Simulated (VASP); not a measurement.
Write the native input for VASP 6.6.1 that does the following.

```yaml
Task: single point
Functional: r2SCAN
Potentials_or_basis: VASP PAW PBE potentials, release 64 (C)
Cutoff: 520 eV
k_mesh: 21 × 21 × 6
Occupations: fermi-dirac, width 0.15 eV
Spin: no spin polarisation
Dipole_correction: no
Further_INCAR_settings: ALGO = Normal; EDIFF = 1e-07; NBANDS = 16
```

Crystal: C.

```
C
1.0
     2.45588    0.00000    0.00000
    -1.22794    2.12686    0.00000
     0.00000    0.00000    7.05619
C
4
Direct
  0.00000 0.00000 0.75000
  0.00000 0.00000 0.25000
  0.33333 0.66667 0.75000
  0.66667 0.33333 0.25000
```

The cell isn't the ideal one: cell and atoms relaxed tightly for response.

One way to write it, as run:

POSCAR

```
C
1.0
    2.4558837980      0.0000000000      0.0000000000
   -1.2279418990      2.1268577579      0.0000000000
    0.0000000000      0.0000000000      7.0561946703
C
4
Direct
    0.0000000000      0.0000000000      0.7500000000
    0.0000000000      0.0000000000      0.2500000000
    0.3333333333      0.6666666667      0.7500000000
    0.6666666667      0.3333333333      0.2500000000
```

INCAR.step1

```
SYSTEM = C
PREC = Accurate
ENCUT = 520
ISMEAR = -1
SIGMA = 0.15
LREAL = .False.
LASPH = .True.
NELM = 100
NBANDS = 16
GGA = PE
ALGO = Normal
EDIFF = 1E-4
LWAVE = .True.
LCHARG = .False.
```

INCAR.step2

```
SYSTEM = C
PREC = Accurate
ENCUT = 520
EDIFF = 1E-7
ISMEAR = -1
SIGMA = 0.15
LREAL = .False.
LASPH = .True.
NELM = 100
ALGO = Normal
ISIF = 2
LWAVE = .False.
LCHARG = .True.
METAGGA = R2SCAN
LMIXTAU = .True.
LELF = .True.
LVHAR = .True.
NBANDS = 16
ISTART = 1
```

KPOINTS

```
Automatic mesh
0
Gamma
  21 21 6
  0 0 0
```

Potentials or basis: VASP PAW PBE potentials, release 64 (C).

Launch:

```sh
$ cat potpaw_PBE.64/C/POTCAR > POTCAR
$ cp INCAR.step1 INCAR
$ mpirun -np 1 vasp_std > vasp.out
$ cp INCAR.step2 INCAR
$ mpirun -np 1 vasp_std > vasp.out
```

It gave:

```
Pressure               : 0.6 GPa
Band gap on the k mesh : none (metal or under the smearing width)
```

Caveat: the PAW data sets were made with another functional, which shifts forces and pressure a little.

It took 4.4 min on 1 thread of Intel(R) Xeon(R) Platinum 8488C (Sapphire Rapids), on a shared host, peak memory 0.2 GiB.
